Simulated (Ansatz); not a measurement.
# GaAs (F-43m) in Ansatz: further runs

One crystal, GaAs, is run at these levels: PBE, HSE06, PBE0; tasks: single point.

All numbers are computed with Ansatz 0.2.0; they aren't measurements. Logs are shortened: lines on timing, memory, paths and dates and some standing lists are left out, and cuts for length are marked.

**What was measured.**

“Evidence of valence band perturbations in GaAsN/GaAs(001): A combined variable-angle spectroscopic ellipsometry and modulated photoreflectance investigation”, 2008, arxiv:0805.2212 reports, for a bulk crystal of GaAs at 300 K: band gap 1.418 ± 0.005 eV (direct); band gap 1.412 ± 0.01 eV (direct).

How close the calculation comes is told below.

**1. Starting point**

It takes space group F-43m (No. 216, cubic). Conventional cell: a = 5.654 Å, b = 5.654 Å, c = 5.654 Å, α = 90.00°, β = 90.00°, γ = 90.00°. As (site symmetry -43m) is surrounded by 4 Ga at 2.45 Å. Ga (site symmetry -43m) has 4 As at 2.45 Å as nearest neighbours.

**2. Single point, PBE**

input.yaml reads:

```yaml
crystal:
  lattice:
    - [0.0, 2.82685, 2.82685]
    - [2.82685, 0.0, 2.82685]
    - [2.82685, 2.82685, 0.0]
  atoms:
    - { symbol: As, position: [0.75, 0.75, 0.75] }
    - { symbol: Ga, position: [0.0, 0.0, 0.0] }
kpoints:
  mp_grid: { grid: [6, 6, 6] }
scf:
  occupations: { method: fermi_dirac, width: 0.05 }
hamiltonian:
  xc: pbe
  pseudopotentials: { kind: all_electron, datasets: crystal }
output:
  forces: true
  stress: true
  eigenvalues: true
```

Potentials or basis: all-electron PAW datasets made for the crystal.

On the command line:

```sh
$ ansatz run input.yaml --threads 1 --pin off --max-ram 3072MiB --backend cpu --events-out ev --progress --plain --runs-dir out
```

What it wrote:

```text
Warning: RAYON_NUM_THREADS=1 ignored (pool sized by the plan → 1); use --threads N
hamiltonian.pseudopotentials.datasets: crystal makes datasets for this crystal and solves the spheres of its atoms anew in each pass: cutoff 220.0 eV, the density's 1100.0 eV; for an error of 0.50 meV an atom under PBE, 1.0 meV for the cell; an energy difference from a run of another recipe may be off by several times the error for the cell, under r2SCAN by more, where some 0.1 meV an atom stays at smaller errors; Ga in spheres of 1.376 Å, 13 of its electrons in bands; As in spheres of 1.069 Å, 5 of its electrons in bands, 10 on its site; only band paths and densities of states list, in semicore columns, the levels of the semicore shells that are solved separately: 3d of As
Engine: ansatz 0.2.0, x86_64-unknown-linux-gnu
Pseudopotentials: kind: all_electron
Pseudopotential: As, paw, valence charge 15, recommended cutoff 220 eV (normal), crystal/all_electron/pbe/scalar/gaussian/As, Koelling and Harmon's equation, gaussian nucleus
Pseudopotential: Ga, paw, valence charge 13, recommended cutoff 220 eV (normal), crystal/all_electron/pbe/scalar/gaussian/Ga, Koelling and Harmon's equation, gaussian nucleus
Functional definition: PBE
  parameter kappa = 0.804
  parameter beta = 0.06672455060314922
  exchange = pbe_x(kappa = kappa, mu = beta*pi^2/3)
  correlation = pbe_c(beta = beta)
Crystal: 2 atoms, lattice volume = 45.179 Å³
Basis set: ecut = 220 eV, 331 PW (Γ), exchange–correlation on 48×48×48 points (8 copies of the dense FFT grid, shifted against one another)
Bands: 13, of which v1, the nominal top of the filled ones, is band 9 counted from 1 (8 counted from 0)
Symmetry: 24 space group operations
Space group: F-43m (ITA 216), of the structure as read, at distance tolerance 3.6e-5 Å
k-points: 16 of 216 (time reversal used)
Non-local potential: As, projectors of the file, l = 0: 1, l = 1: 1
Non-local potential: Ga, projectors of the file, l = 0: 1, l = 1: 1, l = 2: 2
PAW form: soft (Blöchl's): semilocal exchange-correlation on the pseudo side does not see the compensation charge
PAW one-centre angular grid: As, 110 points (default); XC on its mesh's 1825 points in the sphere
PAW one-centre angular grid: Ga, 590 points (default); XC on its mesh's 1917 points in the sphere
Initial density: superposition of atomic densities (neutral atoms: chi_scale 0, normalization atom)
Initial wavefunctions: pseudopotential atomic-orbital guess
Functional: x = pbe(κ = 0.804, μ = 0.2195149727645171), c = pbe(β = 0.06672455060314922)
iter 1 solved again at ethr=3.43e-3 eV; its pass at ethr=1.00e-1 eV (dr2=6.18e-1 eV) is discarded
SCF iter   1: F=—  HF=-114424.494132 eV  |F-HF|=—  |Δ(HF+E_count)|=         —  Δρ=3.44e-2  dr2=6.45e-1  ethr=3.43e-3  ⟨swp⟩=3.4  Hψ=1201  notcnv=0
preconditioner: auto → none  [insulator: Δε(μ)=0.614 eV  Ē_g=15.080 eV  σ=0.050 eV  W_gap=1.00  n_scr=14 (ndim 8)  ℏωp=23.4 eV  f_vac=0.000  D(μ)=0.00/eV (n_scr^D=0)  ε∞_Penn≈3.4]
SCF iter   2: F=—  HF=-114424.420593 eV  |F-HF|=—  |Δ(HF+E_count)|=   7.35e-2  Δρ=1.48e-2  dr2=7.78e-2  ethr=3.43e-3  ⟨swp⟩=3.1  Hψ=521  notcnv=0  defer=1
SCF iter   3: F=—  HF=-114424.436236 eV  |F-HF|=—  |Δ(HF+E_count)|=   1.56e-2  Δρ=4.89e-3  dr2=1.73e-2  ethr=4.32e-4  ⟨swp⟩=3.1  Hψ=443  notcnv=0  defer=1
iter 4 solved again at ethr=4.47e-7 eV; its pass at ethr=9.59e-5 eV (dr2=8.04e-5 eV) is discarded
SCF iter   4: F=—  HF=-114424.431460 eV  |F-HF|=—  |Δ(HF+E_count)|=   4.78e-3  Δρ=5.92e-4  dr2=7.93e-5  ethr=4.47e-7  ⟨swp⟩=2.9  Hψ=1147  notcnv=0
SCF iter   5: F=—  HF=-114424.431497 eV  |F-HF|=—  |Δ(HF+E_count)|=   3.63e-5  Δρ=2.62e-4  dr2=2.06e-5  ethr=4.41e-7  ⟨swp⟩=3.0  Hψ=498  notcnv=0
SCF iter   6: F=—  HF=-114424.431517 eV  |F-HF|=—  |Δ(HF+E_count)|=   2.01e-5  Δρ=1.03e-4  dr2=2.96e-6  ethr=1.14e-7  ⟨swp⟩=3.1  Hψ=448  notcnv=0
SCF iter   7: F=—  HF=-114424.431526 eV  |F-HF|=—  |Δ(HF+E_count)|=   9.35e-6  Δρ=1.29e-5  dr2=6.01e-8  ethr=1.65e-8  ⟨swp⟩=3.0  Hψ=418  notcnv=0
SCF iter   8: F=-114424.431526 eV  HF=-114424.431526 eV  |F-HF|=2.71e-9  |Δ(HF+E_count)|=   2.10e-7  Δρ=1.49e-6  dr2=5.31e-10  ethr=3.34e-10  ⟨swp⟩=3.0  Hψ=499  notcnv=0
SCF 1 converged in 8 iterations: F = -114424.431524 eV  dr2 = 5.31e-10
  Residual-converged pass: ⟨swp⟩=2.9  Hψ=384  notcnv=0  max |occ|·‖R‖ = 5.2e-6 eV (tolerance 5.3e-6 eV)  dr2=5.35e-10  dr2_onsite=1.82e-9  max |Δocc| = 4.0e-11
SCF converged after 8 iterations
Free energy (F): -114424.431524 eV
Harris-Foulkes:  -114424.431524 eV  (|F-HF|=2.71e-9)
Internal energy: -114424.431469 eV  (E = F + TS)
E sigma→0 (E₀):  -114424.431496 eV
Entropy (-TS):   -0.000055 eV (-0.028 meV/atom)
Past the cutoff: the bands carry plane waves up to 1.75 times it, of which those up to 1.5 times it add -0.000258 eV an atom, each by itself; the spheres take 0.000444 eV an atom off the energy for waves past 1.75 times it
By the cutoff:   a pressure is off by up to 0.008 GPa (1.2 times the spheres' own share and the shells' term, over an atom's volume, and 0.004 GPa: a bound that held against runs at twice the plane waves)
Past the cutoffs: a stress includes 0.0027 GPa for waves and charges beyond them, in addition to the slope of what the spheres take
In the spheres:  the bands' charges fall short by 6.3e-7 e at most (sound up to 1e-3), those of shells solved beside the bands by 2.0e-7 e (sound up to 5e-4)
Fermi energy:    9.648169 eV
--- Per-component energies (eV) ---
  E_band       = -21.332684
  E_kinetic    = 114.133762
  E_local      = -3233.968034  (includes V_loc(G=0)·N_el)
  E_nonlocal   = -473.003284
  E_hartree    = 1501.676901
  E_xc         = -109.945463
  E_vxc        = -125.225180  (∫ρ·V_xc dr)
  E_paw        = -118755.664151  (= ΣΔE_a)
  E_vpaw       = -8537.689787  (= ΣTr[D̂ρ^β])
  E_ewald      = -2698.727786
  E_smearing   = -0.000055  (= −TS)
  E_closure    = 9231.066587  (closes the sum)
  Σ components = -114424.431524   (vs F -114424.431524, Δ=0.00e0)
  The terms above E_closure are by the made datasets' own strengths, without shells solved beside the bands.
--- Forces (eV/Å), atoms counted from 1 ---
  atom   1  As     0.00000000    -0.00000000     0.00000000
  atom   2  Ga    -0.00000000     0.00000000    -0.00000000
  max |Σ_I F_I| component: 1.11e-16 eV/Å
--- Stress (GPa, compression-positive) ---
        3.265573      -0.000000      -0.000000
       -0.000000       3.265573       0.000000
       -0.000000       0.000000       3.265573
  P = ⅓ Tr σ = 3.2656 GPa (32.656 kbar)
  It holds what live shells' own plane waves past their cutoff add
--- Band table (eV; the first three rows and the last of 16) ---
  k-point 0: bands = ["-5.4264", "-5.4264", "-5.4264", "-5.3483", "-5.3483", "-3.3655", "9.3610", "9.3610", "9.3610", "9.8799", "13.0962"]
  k-point 1: bands = ["-5.4494", "-5.4205", "-5.4205", "-5.3485", "-5.3485", "-3.0449", "6.6513", "8.9808", "8.9808", "10.9967", "13.6432"]
  k-point 2: bands = ["-5.4893", "-5.4106", "-5.4106", "-5.3467", "-5.3467", "-2.2178", "3.9863", "8.4351", "8.4351", "10.5801", "14.0623"]
  k-point 15: bands = ["-5.5298", "-5.3900", "-5.3816", "-5.3629", "-5.3416", "-0.8202", "2.6827", "6.0194", "6.1627", "12.6389", "12.8172"]
```

It used 15 s of CPU time on 1 thread of Intel(R) Xeon(R) Processor @ 2.50GHz (Skylake/Cascade Lake), on a shared host, which was overloaded at the time.

Results:

```yaml
Free_energy: -114424.4315 eV
Pressure: 3.3 GPa
Band_gap_on_the_k_mesh: 0.52 eV, direct
```

**3. Single point, HSE06**

input.yaml: that of step 2 with these lines changed.

```diff
@@ -13,3 +13,3 @@
 hamiltonian:
-  xc: pbe
+  xc: hse06
   pseudopotentials: { kind: all_electron, datasets: crystal }
@@ -18,2 +18 @@
   stress: true
-  eigenvalues: true
```

Potentials or basis: all-electron PAW datasets made for the crystal.

On the command line:

```sh
$ ansatz run input.yaml --threads 1 --pin off --max-ram 3072MiB --backend cpu --events-out ev --progress --plain --runs-dir out
```

It took 13 min on 1 thread of Intel Xeon at 2.50GHz (Skylake/Cascade Lake), shared host; peak memory 0.96 GiB.

Results (log left out):

```yaml
Free_energy: -114424.6940 eV
Pressure: 1.2 GPa
Band_gap_on_the_k_mesh: 1.43 eV, direct
```

Levels at points of the mesh, in eV from the valence-band top:
```tsv
k point	band 11	band 12	band 13	band 14	band 15
(0.00, 0.00, 0.00)	-13.95	0.00	0.00	0.00	1.43
(0.00, 0.00, -0.50)	-12.03	-7.21	-1.23	-1.23	1.77
(0.00, -0.50, -0.50)	-11.20	-7.39	-2.91	-2.91	2.06
```

**4. Single point, PBE0**

input.yaml: that of step 3 with these lines changed.

```diff
@@ -13,3 +13,3 @@
 hamiltonian:
-  xc: hse06
+  xc: pbe0
   pseudopotentials: { kind: all_electron, datasets: crystal }
```

On the command line:

```sh
$ ansatz run input.yaml --threads 1 --pin off --max-ram 3072MiB --backend cpu --events-out ev --progress --plain --runs-dir out
```

Wall time 9.5 min (1 thread of Intel Xeon at 2.50GHz (Skylake/Cascade Lake), shared host); peak memory 0.95 GiB.

The run converged. Its results:

```yaml
Free_energy: -114424.6959 eV
Pressure: 1.0 GPa
Band_gap_on_the_k_mesh: 2.02 eV, direct
```

Levels at points of the mesh, in eV from the valence-band top:
```tsv
k point	band 11	band 12	band 13	band 14	band 15
(0.00, 0.00, 0.00)	-14.07	0.00	0.00	0.00	2.02
(0.00, 0.00, -0.50)	-12.14	-7.33	-1.26	-1.26	2.39
(0.00, -0.50, -0.50)	-11.31	-7.50	-2.97	-2.97	2.70
```

**5. The runs side by side**

| level | cutoff (eV) | gap on the mesh (eV) | pressure (GPa) |
| --- | --- | --- | --- |
| PBE | 220 | 0.52 | 3.3 |
| HSE06 | 360 | 1.43 | 1.2 |
| PBE0 | 360 | 2.02 | 1.0 |

Alike in all rows: task single point; potentials or basis all-electron PAW datasets made for the crystal; no spin polarisation; cell as given; k mesh 6 × 6 × 6; smearing fermi-dirac 0.05 eV.

On the cell as given the gap runs from 0.52 eV (PBE) to 2.02 eV (PBE0). The pressure there spans 1.0 GPa (PBE0) to 3.3 GPa (PBE); a positive pressure means that this level wants a larger cell, a negative one a smaller.

Compare energies only between runs with the same functional and basis.

**6. Against experiment**

Step 2. Measured gap of GaAs: 1.418 eV (direct; 300 K; “Evidence of valence band perturbations in GaAsN/GaAs(001): A combined variable-angle spectroscopic ellipsometry and modulated photoreflectance investigation”, 2008, arxiv:0805.2212). This calculation gives 0.52 eV (-0.90 eV). 3 values of this kind are on record (1.412 to 1.51 eV); this one was drawn at random among those near their median, those with a stated uncertainty first. Spin-orbit coupling on As, Ga is left out. The value is that of PBE on a finite k mesh, which can miss the band edges, without temperature or zero-point motion. Semilocal functionals fall short of measured gaps as a rule.

Step 3. Against the measured gap of GaAs, 1.412 eV (direct; 300 K; “Evidence of valence band perturbations in GaAsN/GaAs(001): A combined variable-angle spectroscopic ellipsometry and modulated photoreflectance investigation”, 2008, arxiv:0805.2212), the calculated 1.43 eV is off by +0.02 eV. 3 values of this kind are on record (1.412 to 1.51 eV); this one was drawn at random among those near their median, those with a stated uncertainty first. Spin-orbit coupling on As, Ga is left out. The value is that of HSE06 on a finite k mesh, which can miss the band edges, without temperature or zero-point motion.

Step 4. Measured gap of GaAs: 1.418 eV (direct; 300 K; “Evidence of valence band perturbations in GaAsN/GaAs(001): A combined variable-angle spectroscopic ellipsometry and modulated photoreflectance investigation”, 2008, arxiv:0805.2212). This calculation gives 2.02 eV (+0.61 eV). 3 values of this kind are on record (1.412 to 1.51 eV); this one was drawn at random among those near their median, those with a stated uncertainty first. Spin-orbit coupling on As, Ga is left out. The value is that of PBE0 on a finite k mesh, which can miss the band edges, without temperature or zero-point motion.
